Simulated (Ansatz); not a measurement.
Input and output for TaN (NiAs type): DFT, PBE, all-electron LAPW, scalar-relativistic (Ansatz 0.2.0). This run: single point at the cell that PAW relaxed from the NiAs type at 28 GPa.

The cell comes from a relaxation on PAW files under the same functional, begun from a prototype that needn't be the stable phase.

Command: `ansatz run input.yaml --threads 1 --pin off --max-ram 3584MiB --backend cpu --events-out ev --progress --plain --runs-dir out` It took 42 s on 1 thread of Intel(R) Xeon(R) 6975P-C (Granite Rapids) (shared host), peak memory 0.77 GiB.

```yaml
crystal:
  lattice:
    - [2.8412368998, 0.0, 0.0]
    - [-1.4206184499, 2.4605833334, 0.0]
    - [0.0, 0.0, 5.795416701]
  atoms:
    - { symbol: Ta, position: [0.0, 0.0, 0.0] }
    - { symbol: Ta, position: [0.0, 0.0, 0.5] }
    - { symbol: "N", position: [0.3333333333, 0.6666666667, 0.25] }
    - { symbol: "N", position: [0.6666666667, 0.3333333333, 0.75] }
kpoints:
  mp_grid: { grid: [11, 11, 6] }
scf:
  occupations: { method: fermi_dirac, width: 0.08 }
hamiltonian:
  xc: pbe
  pseudopotentials: { kind: all_electron, lapw: { basis_error: 0.0005 } }
output:
  forces: true
  stress: true
  eigenvalues: true
  populations: true
```

Output:

```
Ta: projections on atomic orbitals take those of the free atom 1s2 2s2 2p6 3s2 3p6 3d10 4s2 4p6 4d10 4f14 5s2 5p6 5d3 6s2, of charge +0.00 (hamiltonian.pseudopotentials.projection_atoms)
N: projections on atomic orbitals take those of the free atom 1s2 2s2 2p3, of charge +0.00 (hamiltonian.pseudopotentials.projection_atoms)
LAPW: plane waves up to 10.155 Å⁻¹, error target 5.0e-4 eV per atom; small_component_spin mean_spin; N in spheres of 0.928 Å, 7 of its electrons in bands, Dirac shells []; Ta in spheres of 1.261 Å, 43 of its electrons in bands, Dirac shells [] (how accurate: hamiltonian.pseudopotentials.lapw.basis_error, Limitations)
Engine: ansatz 0.2.0
Pseudopotentials: kind: all_electron
Pseudopotential: Ta, LAPW, valence charge 43, lapw/all_electron/scalar/gaussian/Ta, Koelling and Harmon's equation, gaussian nucleus
Pseudopotential: N, LAPW, valence charge 7, lapw/all_electron/scalar/gaussian/N, Koelling and Harmon's equation, gaussian nucleus
Functional definition: PBE
  parameter kappa = 0.804
  parameter beta = 0.06672455060314922
  exchange = pbe_x(kappa = kappa, mu = beta*pi^2/3)
  correlation = pbe_c(beta = beta)
Crystal: 4 atoms, lattice volume = 40.516 Å³
Basis set: ecut = 392.88942715442164 eV, 709 PW (Γ), exchange–correlation at level 2
Bands: 60, of which v1, the nominal top of the filled ones, is band 50 counted from 1 (49 counted from 0)
Symmetry: 24 space group operations
Space group: P63/mmc (ITA 194), of the structure as read, at distance tolerance 3.4e-5 Å
k-points: 64 of 726
Non-local potential: Ta, projectors of the file, none
Non-local potential: N, projectors of the file, none
Initial density: superposition of atomic densities (chi_scale 0.1, normalization cell, long waves kept (reshape's long-wave potential 0.00 eV rms))
Initial wavefunctions: plane waves of lowest kinetic energy (no species holds an atomic orbital)
Functional: x = pbe(κ = 0.804, μ = 0.2195149727645171), c = pbe(β = 0.06672455060314922)
iter 1 solved again at ethr=7.07e-3 eV; its pass at ethr=1.00e-1 eV (dr2=7.07e0 eV) is discarded
SCF iter   1: F=—  HF=-852124.829836 eV  |F-HF|=—  |Δ(HF+E_count)|=         —  Δρ=1.23e-1  dr2=7.07e0  ethr=7.07e-3  ⟨swp⟩=2.0  Hψ=24459  notcnv=0
preconditioner: auto → Kerker (q_TF=auto, 3.172 Å⁻¹)  [metal: Δε(μ)=0.051 eV  Ē_g=23.376 eV  σ=0.080 eV  W_gap=0.15  n_scr=22 (ndim 8)  ℏωp=45.2 eV  f_vac=0.000  D(μ)=1.40/eV (n_scr^D=4)]
iter 2 solved again at ethr=1.94e-4 eV; its pass at ethr=7.07e-3 eV (dr2=1.94e-1 eV) is discarded
SCF iter   2: F=—  HF=-852121.967773 eV  |F-HF|=—  |Δ(HF+E_count)|=    2.86e0  Δρ=2.29e-2  dr2=1.94e-1  ethr=1.94e-4  ⟨swp⟩=2.0  Hψ=19084  notcnv=0
SCF iter   3: F=—  HF=-852121.940801 eV  |F-HF|=—  |Δ(HF+E_count)|=         —  Δρ=2.92e-2  dr2=4.40e-1  ethr=1.94e-4  ⟨swp⟩=2.3  Hψ=12123  notcnv=0
the basis was enlarged: its passes take 1.6 MiB over the memory plan, 1 of 1 planned eigensolver slots
SCF iter   4: F=—  HF=-852121.971434 eV  |F-HF|=—  |Δ(HF+E_count)|=   3.06e-2  Δρ=1.10e-2  dr2=6.33e-2  ethr=1.94e-4  ⟨swp⟩=2.0  Hψ=11468  notcnv=0
SCF iter   5: F=—  HF=-852121.895079 eV  |F-HF|=—  |Δ(HF+E_count)|=   7.64e-2  Δρ=3.65e-3  dr2=2.12e-3  ethr=6.33e-5  ⟨swp⟩=2.0  Hψ=11533  notcnv=0
SCF iter   6: F=—  HF=-852121.894922 eV  |F-HF|=—  |Δ(HF+E_count)|=   1.56e-4  Δρ=1.18e-3  dr2=7.04e-4  ethr=2.12e-6  ⟨swp⟩=2.3  Hψ=11588  notcnv=0
SCF iter   7: F=—  HF=-852121.894864 eV  |F-HF|=—  |Δ(HF+E_count)|=   5.77e-5  Δρ=3.99e-4  dr2=6.96e-5  ethr=7.04e-7  ⟨swp⟩=2.0  Hψ=11558  notcnv=0
SCF iter   8: F=—  HF=-852121.894863 eV  |F-HF|=—  |Δ(HF+E_count)|=   1.62e-6  Δρ=9.94e-5  dr2=5.15e-6  ethr=6.96e-8  ⟨swp⟩=2.0  Hψ=11558  notcnv=0
SCF iter   9: F=—  HF=-852121.894862 eV  |F-HF|=—  |Δ(HF+E_count)|=   6.40e-7  Δρ=3.44e-5  dr2=5.00e-7  ethr=5.15e-9  ⟨swp⟩=2.0  Hψ=11558  notcnv=0
SCF iter  10: F=-852121.894862 eV  HF=-852121.894862 eV  |F-HF|=8.75e-8  |Δ(HF+E_count)|=   8.43e-8  Δρ=1.15e-5  dr2=7.24e-8  ethr=5.00e-10  ⟨swp⟩=3.0  Hψ=11852  notcnv=0
SCF 1 converged in 10 iterations: F = -852121.894862 eV  dr2 = 7.24e-8
SCF converged after 10 iterations
Free energy (F): -852121.894862 eV
Harris-Foulkes:  -852121.894862 eV  (|F-HF|=8.75e-8)
Internal energy: -852121.872653 eV  (E = F + TS)
E sigma→0 (E₀):  -852121.883758 eV
Entropy (-TS):   -0.022209 eV (-5.552 meV/atom)
Fermi energy:    27.224101 eV
--- Per-component energies (eV) ---
  E_band       = -9269.650917
  E_kinetic    = 950865.469832
  E_xc         = -17628.646927
  E_electrostatic = -1785358.695558  (all electrons and nuclei)
  E_smearing   = -0.022209  (= −TS)
  E_closure    = 0.000000  (closes the sum)
  E_atoms      = -852082.224143  (free atoms, spherical and without spin; not in F)
  Σ components = -852121.894862   (vs F -852121.894862, Δ=0.00e0)
  Basis errors (estimates in eV, not in F): energy 1.7e-4 per atom: plane waves 1.5e-4 (8.1e-5 summed), levels above the bands 1.1e-58, relativity 3.1e-8, radial functions 2.4e-5, core shells 6.7e-7; eigenvalues (radial functions only) 1.4e-6; not estimated: angular momenta, meshes, grids; target (lapw.basis_error) 5.0e-4; muffin-tin radii N 0.928 Å, Ta 1.261 Å
--- Forces (eV/Å), atoms counted from 1 ---
  atom   1  Ta    -0.00000000     0.00000000    -0.00000000
  atom   2  Ta    -0.00000000    -0.00000000     0.00000000
  atom   3  N      0.00000000     0.00000000     0.00000000
  atom   4  N     -0.00000000    -0.00000000     0.00000000
  max |Σ_I F_I| component: 4.63e-18 eV/Å
--- Stress (GPa, compression-positive) ---
       27.867939      -0.000000      -0.000000
       -0.000000      27.867939      -0.000000
       -0.000000      -0.000000      27.893073
  P = ⅓ Tr σ = 27.8763 GPa (278.763 kbar)
--- Band table (eV; the first three rows and the last of 64) ---
  k-point 0: bands = ["-368.3063", "-368.3063", "-368.3063", "-368.3063", "-368.2961", "-368.2961", "-350.3325", "-350.3325", "-189.8715", "-189.8715", "-189.8715", "-189.8715", "-189.8477", "-189.8477", "-189.8477", "-189.8477", "-189.8427", "-189.8427", "-41.1164", "-41.0674", "-8.4197", "-7.4700", "-7.1293", "-7.1293", "-7.0521", "-7.0521", "7.1400", "7.1709", "7.2061", "7.2061", "7.2173", "7.2297", "7.2297", "7.2514", "7.2514", "7.2553", "7.2804", "7.2804", "7.2980", "7.2983", "9.1391", "11.9283", "17.5478", "22.1081", "22.1081", "22.5615", "23.5963", "25.1659", "25.1659", "26.9433", "26.9433", "27.8384", "27.8384", "29.6511", "31.1636", "31.5782", "31.5782", "33.6924", "33.6924", "33.8125"]
  k-point 1: bands = ["-368.3063", "-368.3063", "-368.3063", "-368.3063", "-368.2961", "-368.2961", "-350.3325", "-350.3325", "-189.8715", "-189.8715", "-189.8715", "-189.8715", "-189.8477", "-189.8477", "-189.8477", "-189.8477", "-189.8427", "-189.8427", "-41.1131", "-41.0707", "-8.3607", "-7.5388", "-7.1242", "-7.1242", "-7.0573", "-7.0573", "7.1423", "7.1687", "7.2077", "7.2077", "7.2192", "7.2282", "7.2282", "7.2522", "7.2532", "7.2532", "7.2783", "7.2783", "7.2980", "7.2983", "9.2940", "11.6760", "17.8721", "21.9436", "22.2274", "22.2274", "24.1747", "24.6818", "24.6818", "27.4208", "27.4208", "27.9217", "27.9217", "29.0961", "31.4571", "31.4926", "31.4926", "33.4097", "33.4097", "33.8765"]
  k-point 2: bands = ["-368.3063", "-368.3063", "-368.3063", "-368.3063", "-368.2961", "-368.2961", "-350.3325", "-350.3325", "-189.8715", "-189.8715", "-189.8715", "-189.8715", "-189.8477", "-189.8477", "-189.8477", "-189.8477", "-189.8427", "-189.8427", "-41.1042", "-41.0797", "-8.1963", "-7.7224", "-7.1101", "-7.1101", "-7.0715", "-7.0715", "7.1483", "7.1632", "7.2122", "7.2122", "7.2240", "7.2240", "7.2249", "7.2440", "7.2582", "7.2582", "7.2727", "7.2727", "7.2981", "7.2982", "9.7286", "11.0706", "18.6943", "20.8974", "22.5786", "22.5786", "23.8744", "23.8744", "25.1876", "27.8385", "28.0810", "28.0810", "28.1288", "28.1288", "31.4652", "31.4652", "32.2097", "32.6977", "32.6977", "33.7499"]
  k-point 63: bands = ["-368.3063", "-368.3063", "-368.3063", "-368.3063", "-368.2961", "-368.2961", "-350.3325", "-350.3325", "-189.8715", "-189.8715", "-189.8715", "-189.8715", "-189.8477", "-189.8477", "-189.8477", "-189.8477", "-189.8427", "-189.8427", "-40.9614", "-40.9614", "-8.1665", "-8.1665", "-7.9011", "-7.9011", "-7.6318", "-7.6318", "7.1857", "7.1857", "7.2086", "7.2086", "7.2271", "7.2271", "7.2364", "7.2364", "7.2473", "7.2473", "7.2503", "7.2503", "7.2818", "7.2818", "11.7396", "11.7396", "19.6017", "19.6017", "20.9110", "20.9110", "21.6389", "21.6389", "26.6040", "26.6040", "29.9565", "29.9565", "31.0188", "31.0188", "31.7670", "31.7670", "36.2195", "36.2195", "38.3389", "38.3389"]
--- Löwdin populations: 4 sites ---
  site symbol       q [e]
     0     Ta     72.2725
     1     Ta     72.2725
     2      N      7.6648
     3      N      7.6648
  spilling = 0.000783 (of n_electrons = 160.000000)
```

populations.tsv:

```
# site	symbol	l	j	q
# orbitals = lowdin
# n_electrons = 160.000000
# spilling = 0.000783
# projection_atom_Ta: 1s2 2s2 2p6 3s2 3p6 3d10 4s2 4p6 4d10 4f14 5s2 5p6 5d3 6s2
# projection_atom_N: 1s2 2s2 2p3
0	Ta	0_1S	-	1.999999
0	Ta	0_2S	-	1.999976
0	Ta	0_3S	-	1.999691
0	Ta	0_4S	-	1.996820
0	Ta	0_5S	-	1.948717
0	Ta	0_6S	-	0.485842
0	Ta	1_2P	-	6.000000
0	Ta	1_3P	-	5.999998
0	Ta	1_4P	-	5.999846
0	Ta	1_5P	-	5.982610
0	Ta	2_3D	-	10.000000
0	Ta	2_4D	-	9.999913
0	Ta	2_5D	-	3.861447
0	Ta	3_4F	-	13.997669
1	Ta	0_1S	-	1.999999
1	Ta	0_2S	-	1.999976
1	Ta	0_3S	-	1.999691
1	Ta	0_4S	-	1.996820
1	Ta	0_5S	-	1.948717
1	Ta	0_6S	-	0.485842
1	Ta	1_2P	-	6.000000
1	Ta	1_3P	-	5.999998
1	Ta	1_4P	-	5.999846
1	Ta	1_5P	-	5.982610
1	Ta	2_3D	-	10.000000
1	Ta	2_4D	-	9.999913
1	Ta	2_5D	-	3.861447
1	Ta	3_4F	-	13.997669
2	N	0_1S	-	1.996005
2	N	0_2S	-	1.477938
2	N	1_2P	-	4.190882
3	N	0_1S	-	1.996005
3	N	0_2S	-	1.477938
3	N	1_2P	-	4.190882
```

Next run (zincblende relaxed under pressure), as changes to the input before:

```diff
   lattice:
-    - [2.8412368998, 0.0, 0.0]
-    - [-1.4206184499, 2.4605833334, 0.0]
-    - [0.0, 0.0, 5.795416701]
+    - [0.0, 2.3054718259, 2.3054718259]
+    - [2.3054718259, 0.0, 2.3054718259]
+    - [2.3054718259, 2.3054718259, 0.0]
   atoms:
-    - { symbol: Ta, position: [0.0, 0.0, 0.5] }
-    - { symbol: "N", position: [0.3333333333, 0.6666666667, 0.25] }
-    - { symbol: "N", position: [0.6666666667, 0.3333333333, 0.75] }
+    - { symbol: "N", position: [0.25, 0.25, 0.25] }
 kpoints:
-  mp_grid: { grid: [11, 11, 6] }
+  mp_grid: { grid: [15, 15, 15] }
 scf:
   eigenvalues: true
-  populations: true
+relax:
+  f_tol: 0.005
+  max_steps: 12
+  cell: { p_target: 28.0, stress_tol: 0.03 }
```

Results part of the output:

```
basis re-selected at this cell: Δ(F+E_penalty+E_count) = -1.030e-8 eV, ΔP = +0.002 GPa vs the last step (what re-selecting the basis moved, after the strain that the cell walked since its last selection, with what the two solves' SCF thresholds leave and, on support functions, any second-order correction that the steps lacked; it is no measure of the basis error at this ecutwfc). This SCF's stress stands 5.08e-4 GPa from its target on what of the cell is left free (relax.cell.stress_tol is 3.00e-2 GPa) and its largest allowed force component is 8.33e-17 eV/Å (relax.f_tol is 5.00e-3 eV/Å): within both
SCF converged after 2 iterations
Free energy (F): -426060.397903 eV
Harris-Foulkes:  -426060.397903 eV  (|F-HF|=6.19e-8)
Internal energy: -426060.375338 eV  (E = F + TS)
E sigma→0 (E₀):  -426060.386620 eV
Entropy (-TS):   -0.022564 eV (-11.282 meV/atom)
Fermi energy:    22.913136 eV
--- Per-component energies (eV) ---
  E_band       = -5913.579732
  E_kinetic    = 475435.029874
  E_xc         = -8813.247331
  E_electrostatic = -892682.157882  (all electrons and nuclei)
  E_smearing   = -0.022564  (= −TS)
  E_closure    = 0.000000  (closes the sum)
  E_atoms      = -426041.112071  (free atoms, spherical and without spin; not in F)
  Σ components = -426060.397903   (vs F -426060.397903, Δ=0.00e0)
  Basis errors (estimates in eV, not in F): energy 2.2e-4 per atom: plane waves 2.0e-4 (1.2e-4 summed), levels above the bands 4.1e-67, relativity 3.1e-8, radial functions 2.1e-5, core shells 2.3e-11; eigenvalues (radial functions only) 5.0e-7; not estimated: angular momenta, meshes, grids; target (lapw.basis_error) 5.0e-4; muffin-tin radii N 0.803 Å, Ta 1.132 Å
[... lines left out ...]
       28.000508      -0.000000      -0.000000
       -0.000000      28.000508       0.000000
       -0.000000       0.000000      28.000508
  P = ⅓ Tr σ = 28.0005 GPa (280.005 kbar)
--- Band table (eV; the first three rows and the last of 120) ---
  k-point 0: bands = ["-512.8582", "-373.3771", "-373.3771", "-373.3771", "-355.3270", "-194.9391", "-194.9391", "-194.9263", "-194.9263", "-194.9263", "-46.1159", "-12.5501", "-12.5501", "-12.5501", "1.9814", "2.1440", "2.1440", "2.1440", "2.1888", "2.1888", "2.1888", "4.9125", "15.3380", "15.3380", "15.3380", "21.8852", "23.4560", "23.4560", "29.1013", "29.1013", "29.1013", "37.0103"]
  k-point 1: bands = ["-512.8582", "-373.3771", "-373.3771", "-373.3771", "-355.3270", "-194.9391", "-194.9391", "-194.9263", "-194.9263", "-194.9263", "-46.1145", "-12.5791", "-12.5539", "-12.5539", "1.9882", "2.1441", "2.1448", "2.1448", "2.1875", "2.1875", "2.1888", "4.9764", "15.2511", "15.3807", "15.3807", "22.1356", "23.3768", "23.3768", "28.9674", "29.2223", "29.2223", "35.9940"]
  k-point 2: bands = ["-512.8582", "-373.3771", "-373.3771", "-373.3771", "-355.3270", "-194.9391", "-194.9391", "-194.9263", "-194.9263", "-194.9263", "-46.1106", "-12.6600", "-12.5645", "-12.5645", "2.0059", "2.1444", "2.1468", "2.1468", "2.1840", "2.1840", "2.1890", "5.1542", "15.0619", "15.4978", "15.4978", "22.7846", "23.2053", "23.2053", "28.6451", "29.4714", "29.4714", "34.3450"]
  k-point 119: bands = ["-512.8582", "-373.3771", "-373.3771", "-373.3771", "-355.3270", "-194.9391", "-194.9391", "-194.9263", "-194.9263", "-194.9263", "-46.0727", "-13.0527", "-12.8947", "-12.7669", "2.1295", "2.1502", "2.1571", "2.1638", "2.1641", "2.1668", "2.1727", "6.6456", "15.2628", "16.1709", "17.8333", "20.1194", "22.8857", "25.0988", "27.1390", "28.7494", "33.5137", "34.0496"]
--- Relaxed structure (3 steps of the walk, 3 accepted, 1 SCFs on fresh bases) ---
  F+E_penalty+E_count = -426060.39790252 eV   max|allowed force component| = 8.327e-17 eV/Å   (the final SCF, on the basis selected at the relaxed cell)
  cell:  # Å, volume = 24.4778 Å³
    - [-1.4012273090462863e-34, 2.304521608162546, 2.304521608162546]
    - [2.304521608162546, 9.299053960034451e-34, 2.304521608162546]
    - [2.304521608162546, 2.304521608162546, 2.3948248554609272e-33]
  atoms:
    - { symbol: Ta, position: [-6.352318914037268e-34, 4.64676479465192e-34, 7.605379083381605e-34] }
    - { symbol: N, position: [0.25, 0.25, 0.25] }
```

Spin–orbit coupling is left out, which matters for the heavy atoms.
